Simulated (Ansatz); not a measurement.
# Ni (Ni, bcc): the cost of one run

Computed with Ansatz 0.2.0 (DFT RPBE, plane waves (420 eV) with PAW, scalar-relativistic; PBE-made PAW files, unless a step says otherwise).

## Step 1: The structure to begin with

The structure is cubic, space group Im-3m (No. 229). Conventional cell: a = 2.797 Å, b = 2.797 Å, c = 2.797 Å, α = 90.00°, β = 90.00°, γ = 90.00°. Around Ni (site symmetry m-3m) lie 8 Ni at 2.42 Å.

Structure file:

```
CELL_PARAMETERS angstrom
2.79691 0.00000 0.00000
0.00000 2.79691 0.00000
0.00000 0.00000 2.79691
ATOMIC_POSITIONS crystal
Ni 0.00000 0.00000 0.00000
Ni 0.50000 0.50000 0.50000
```

Starting moments (μB): +0.8, -0.8.

## Step 2: Relaxing cell and atoms

Contents of input.yaml:

```yaml
crystal:
  lattice:
    - [2.7969054095, 0.0, 0.0]
    - [0.0, 2.7969054095, 0.0]
    - [0.0, 0.0, 2.7969054095]
  atoms:
    - { symbol: Ni, position: [0.0, 0.0, 0.0], spin: 0.8 }
    - { symbol: Ni, position: [0.5, 0.5, 0.5], spin: -0.8 }
hamiltonian:
  xc: rpbe
  pseudopotentials:
    kind: paw
    azcp:
      Ni: "pseudopotentials/Ni.paw.azcp"
basis:
  ecutwfc: 420
  fft_grid_basis: typed
kpoints:
  mp_grid: { grid: [11, 11, 11], shift: [0, 0, 0] }
magnetization:
  spin_polarized: true
scf:
  occupations: { method: fermi_dirac, width: 0.05 }
relax:
  max_steps: 60
  f_tol: 0.01
  cell: {}
```

What time and memory should one allow on 2 threads of Intel Xeon 6975P-C (Granite Rapids), shared host?

About 8.8 s, with a peak of 0.43 GiB.
